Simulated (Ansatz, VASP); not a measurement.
# NiO2 in VASP and in Ansatz

INCAR

```
  PREC = Accurate
  ENCUT = 520
  EDIFF = 1E-6
  ISMEAR = 0
  SIGMA = 0.05
  LREAL = F
  LASPH = T
  NELM = 60
  ALGO = Normal
  ISIF = 2
  LWAVE = F
  LCHARG = T
  LELF = T
  LVHAR = T
  NBANDS = 18
```

File KPOINTS:

```
regular mesh
0
Gamma
  12 12 6
```

POSCAR

```
NiO2
1.0
    2.8038519370      0.0000000000      0.0000000000
   -1.4019259685      2.4282070059      0.0000000000
    0.0000000000      0.0000000000      4.0838103463
Ni O
1 2
Direct
    0.0000000000      0.0000000000      0.5000000000
    0.6666666667      0.3333333333      0.7542852723
    0.3333333333      0.6666666667      0.2457147277
```

Input for Ansatz:

```yaml
crystal:
  lattice:
    - [2.803851937, 0.0, 0.0]
    - [-1.4019259685, 2.4282070059, 0.0]
    - [0.0, 0.0, 4.0838103463]
  atoms:
    - { symbol: Ni, position: [0.0, 0.0, 0.5] }
    - { symbol: O, position: [0.6666666667, 0.3333333333, 0.7542852723] }
    - { symbol: O, position: [0.3333333333, 0.6666666667, 0.2457147277] }
basis:
  ecutwfc: 520.0
kpoints:
  mp_grid: { grid: [12, 12, 6] }
hamiltonian:
  xc: lda
  pseudopotentials: { kind: paw }
scf:
  occupations: { method: gaussian, width: 0.05 }
output:
  forces: true
  stress: true
  eigenvalues: true
```

Alike in both runs: task single point; functional LDA; k mesh 12 × 12 × 6; occupations gaussian, width 0.05 eV; no spin polarisation.

|  | VASP | Ansatz |
| --- | --- | --- |
| version | VASP 6.6.1 | Ansatz 0.2.0 |
| potentials or method | VASP PAW LDA potentials, release 64 (Ni, O) | scalar-relativistic, plane waves, PAW |
| plane-wave cutoff (eV) | 520 | 520 |
| valence electrons in the cell | 22 | 30 |

```csv
,VASP,Ansatz,Ansatz less VASP
gap on the k mesh at the Fermi level (eV),0.38,0.42,+0.034
least direct gap on the mesh (eV),0.48,0.50,+0.029
pressure (GPa),-21.0,-21.7,-0.66
largest component of the traceless stress (GPa),3.65,3.38,-0.270
rms of the force components (eV/Å),1.072,1.118,+0.0468
```

Atom by atom the forces differ by 0.047 eV/Å (rms over components). The two sets of potentials don't hold the same shells in valence.

Caveats: so large a pressure means that the cell lies far from this level's equilibrium, or that cutoff or potentials fall short (VASP); forces of over 1 eV/Å show positions far from the minimum, so gaps and moduli don't describe the material at rest. Spin polarisation is off, so any magnetic state and its effect on volume and gap are missing.
